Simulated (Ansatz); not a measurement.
Squeezing Ge (omega type)

```xyz
3
Lattice="4.9309 0.0000 0.0000 -2.4655 4.2703 0.0000 0.0000 0.0000 2.7694" Properties=species:S:1:pos:R:3 pbc="T T T"
Ge    0.0000    0.0000    0.0000
Ge    0.0000    2.8469    1.3847
Ge    2.4655    1.4234    1.3847
```

The cell comes from a relaxation on PAW files under the same functional, begun from a prototype that needn't be the stable phase.

Its volume is scaled, and at each volume shape and atoms are relaxed on PAW files; all methods then take that cell.

All numbers are PBE results (scalar-relativistic) from Ansatz 0.2.0, with a Γ-centred 8×8×10 k mesh, Fermi–Dirac smearing of 0.08 eV, no spin polarisation. Methods: LAPW: all electrons, basis error target 1 meV/atom; PAW: frozen-core files, cutoff 420 eV; crystal datasets: all electrons, by PAW datasets that the program makes for each cell; norm-conserving: pseudopotentials, cutoff 1061 eV; PAW (cutoff 250 eV): frozen-core files, cutoff 250 eV.

Energies are extrapolated to zero smearing and count from the unscaled cell; pressure is positive in compression; gaps take the mesh and a band path. No temperature or zero-point motion is included.

| V/V0 | V (Å³/atom) | P LAPW (GPa) | ΔE LAPW (eV/atom) | P PAW − LAPW (GPa) | ΔE PAW − LAPW (meV/atom) | space group | shortest distance (Å) |
| --- | --- | --- | --- | --- | --- | --- | --- |
| 1.00 | 19.44 | 0.05 | 0.000 | -0.03 | 0.0 | P6/mmm | 2.769 |
| 0.88 | 17.11 | 10.84 | 0.070 | -0.05 | -0.6 | P6/mmm | 2.658 |
| 0.78 | 15.16 | ? | 0.295 | -0.07 | -1.2 | P6/mmm | 2.569 |
| 0.58 | 11.27 | 118.7 | 1.825 | -0.13 | -3.6 | P6/mmm | 2.341 |
| 0.43 | 8.36 | 365.9 | 5.778 | 0.31 | -3.6 | P6/mmm | 2.112 |

Q: Give the missing entry: row "0.78", column "P LAPW (GPa)".

A: 27.6.

Q: Fit the Vinet equation to the LAPW pressures over the whole range, with residuals weighted by 1/(|P| + 0.03·Pmax).

A: V0 = 19.48 Å³/atom, B0 = 58.2 GPa and B0′ = 5.25, and the fit misses no point by more than 4.2 GPa. A fit over so wide a range pins B0 less well than one near rest.

Q: From the table, what is the rise of the enthalpy H = E + pV up to the last row, and how stiff is the crystal between the last two rows?

A: ΔH = 5.778 eV + (365.9 GPa × 8.36 Å³ − 0.05 GPa × 19.44 Å³) × 0.006242 eV/(GPa·Å³) = 24.86 eV/atom, of which pV makes 77 %. The mean bulk modulus there is −ΔP/Δln V = 826 GPa.

Q: At the smallest volume, how far do crystal datasets and norm-conserving and PAW (cutoff 250 eV) lie from LAPW in pressure?

A: crystal datasets: 0.00 GPa; norm-conserving: +0.70 GPa; PAW (cutoff 250 eV): +9.72 GPa, on a LAPW pressure of 365.9 GPa.

Q: How do the Löwdin populations by LAPW change from the unscaled cell to the last row?

A: Ge 4s 1.67 → 1.26, Ge 4p 2.30 → 2.73 electrons an atom. These are projections on the shells that the free atoms fill; 0.09 e a cell lies outside them at the start and 0.21 e at the end.
